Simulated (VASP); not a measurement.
# Te: relaxation of cell and atoms with PBE

The system is Te.

```
Te
1.0
    -1.95918    1.95918    1.95918
     1.95918   -1.95918    1.95918
     1.95918    1.95918   -1.95918
Te
1
Direct
  0.00000 0.00000 0.00000
```

The cell was built by a generator and needn't be a form met in nature.

```yaml
Program: VASP 6.6.1
Task: relaxation of cell and atoms
Functional: PBE
Potentials_or_basis: VASP PAW PBE potentials, release 64 (Te)
Cutoff: 600 eV
k_mesh: 14 × 14 × 14
Occupations: methfessel-paxton, width 0.1 eV
Spin: no spin polarisation
Further_INCAR_settings: ALGO = Normal; EDIFF = 1e-06; IBRION = 2; EDIFFG = -0.01; NSW = 90; ISIF = 3
```

The relaxed volume is 28.53 Å³/atom. The relaxed cell is a = 3.334 Å, b = 3.334 Å, c = 3.334 Å, α = 109.47°, β = 109.47°, γ = 109.47°, the space group after relaxing (to 0.05 Å) is Im-3m (No. 229) and the energy gained by relaxing is 12.9 meV/atom. The ionic steps are 3 and the pressure after relaxing is 0.0 GPa. The band gap on the k mesh is none (metal or under the smearing width).

The path:
```
step  energy change (eV)  largest force (eV/Å)  pressure (GPa)  volume (Å³)
   1              0.0000                0.0000           -2.54        30.08
   2             -0.0115                0.0000            0.98        28.05
   3             -0.0129                0.0000            0.00        28.53
```

Final structure:
```
CELL_PARAMETERS angstrom
-1.92497 1.92497 1.92497
1.92497 -1.92497 1.92497
1.92497 1.92497 -1.92497
ATOMIC_POSITIONS crystal
Te 0.00000 0.00000 0.00000
```

Levels at points of the mesh, in eV from the Fermi level:
```csv
k point,band 1,band 2,band 3,band 4,band 5,band 6,band 7
"(0.00, 0.00, 0.00)",-13.77,3.04,3.04,3.04,9.85,9.95,9.95
"(0.50, 0.00, 0.00)",-10.75,-5.82,0.12,2.07,5.59,6.55,12.95
"(0.50, 0.50, 0.50)",-8.57,-2.86,-2.86,-2.86,3.03,3.03,17.25
```

Run time: 18 s on 1 thread of Intel(R) Xeon(R) 6975P-C (Granite Rapids), on a shared host, peak memory 0.18 GiB.

Spin-orbit coupling is left out, which matters for the levels of Te.
